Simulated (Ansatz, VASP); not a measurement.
Two plane-wave programs on MgB2

```
Mg B
1.0
     3.11418   -0.01527    0.00000
    -1.57032    2.68932    0.00000
     0.00000    0.00000    3.59910
Mg B
1 2
Direct
  0.97798 0.97798 0.00000
  0.35258 0.66944 0.50000
  0.66944 0.35258 0.50000
```

Alike in both runs: task single point; functional PBE; k mesh 14 × 14 × 10; occupations gaussian, width 0.1 eV; no spin polarisation.

```csv
,VASP,Ansatz
version,VASP 6.6.1,Ansatz 0.2.0
potentials or method,"VASP PAW PBE potentials, release 64 (Mg, B)","scalar-relativistic, plane waves, PAW"
plane-wave cutoff (eV),520,420
valence electrons in the cell,8,16
```

VASP gave:

- gap on the k mesh at the Fermi level (eV): none
- pressure (GPa): -4.7
- largest component of the traceless stress (GPa): 0.36
- rms of the force components (eV/Å): 0.345

**Question.** Which values does Ansatz return?

**Answer.** gap on the k mesh at the Fermi level (eV): none; pressure (GPa): -4.5; largest component of the traceless stress (GPa): 0.25; rms of the force components (eV/Å): 0.342.

Atom by atom the forces differ by 0.003 eV/Å (rms over components). A gap of «none» marks a metal or a gap that the smearing closes. The two sets of potentials don't hold the same shells in valence. Ansatz warned: «structure_snapped_to_symmetry».
